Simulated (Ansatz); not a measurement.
Crystal: MgS (Niningerite).

```
CELL_PARAMETERS angstrom
0.00000 2.60165 2.60165
2.60165 0.00000 2.60165
2.60165 2.60165 0.00000
ATOMIC_POSITIONS crystal
S 0.50000 0.50000 0.50000
Mg 0.00000 0.00000 0.00000
```

| Property | Result |
| --- | --- |
| Program | Ansatz 0.2.0 |
| Task | single point |
| Functional | PBEsol |
| Potentials or basis | Ansatz PAW |
| Cutoff | 420 eV (not typed: the program's choice for these potentials) |
| k mesh | 9 × 9 × 9 |
| Occupations | fermi-dirac, width 0.05 eV |
| Spin | no spin polarisation |

On this cell: pressure -0.9 GPa; largest force zero by symmetry; band gap on the k mesh 2.83 eV, indirect (least direct gap 3.59 eV).

The same run follows on a disturbed copy (atoms moved at random, drawn with an rms of 0.05 Å):

```xyz
2
Lattice="0.0000 2.6016 2.6016 2.6016 0.0000 2.6016 2.6016 2.6016 0.0000" Properties=species:S:1:pos:R:3 pbc="T T T"
S     2.6362    2.6247    2.6092
Mg   -0.0517    0.0080    0.0170
```

Q: What changes?

A: The energy moves by +5.5 meV/atom; pressure -0.7 GPa; largest force 0.256 eV/Å; band gap on the k mesh 2.83 eV, indirect (least direct gap 3.59 eV).

Forces in eV/Å, atoms in the order of the input:
```
S   -0.251 -0.041  0.026
Mg   0.251  0.041 -0.026
```

Stress tensor (GPa, compression positive):
```
-0.09 -0.02  0.01
-0.02 -0.97  0.00
 0.01  0.00 -0.99
```

Caveats: odd divisions of the mesh miss points on the zone boundary, where band edges often lie, so the gap on the mesh can be too wide; the PAW data sets come from PBE, with cores solved anew for the run's functional, which leaves a small shift of forces and pressure.

A k mesh can miss the band edges.
